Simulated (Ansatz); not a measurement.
Crystal: Nb.

```
Nb
1.0
     0.00000    2.11500    2.11500
     2.11500    0.00000    2.11500
     2.11500    2.11500    0.00000
Nb
1
Direct
  0.00000 0.00000 0.00000
```

This isn't the form of Nb at room conditions, which is bcc.

```yaml
Program: Ansatz 0.2.0
Task: single point
Functional: PBE
Potentials_or_basis: all-electron LAPW, scalar-relativistic
Cutoff: 200 eV (chosen from the basis error)
Basis_error_allowed: 0.001 eV/atom
k_mesh: 11 × 11 × 11
Occupations: fermi-dirac, width 0.05 eV
Spin: no spin polarisation
```

On this cell: pressure -1.8 GPa; band gap on the k mesh none (metal or under the smearing width).

The same run follows on a disturbed copy (cell strained at random at fixed volume):

```
Nb
1.0
    -0.04103    2.19338    2.10885
     2.04640    0.04981    2.01800
     2.12625    2.18239   -0.03004
Nb
1
Direct
  0.03008 0.99603 0.99978
```

**Question.** What does the disturbed cell give?

**Answer.** The energy (extrapolated to zero smearing) moves by -19.3 meV/atom; pressure -2.2 GPa; band gap on the k mesh none (metal or under the smearing width).

Stress tensor (GPa, compression positive):
```
-2.84  0.44 -1.85
 0.44  2.47  1.00
-1.85  1.00 -6.24
```

The energy falls, though the first cell shows no forces: that form is unstable against this distortion, unless noise or another electronic state is at work.

The runs don't all hold the same shells in valence.
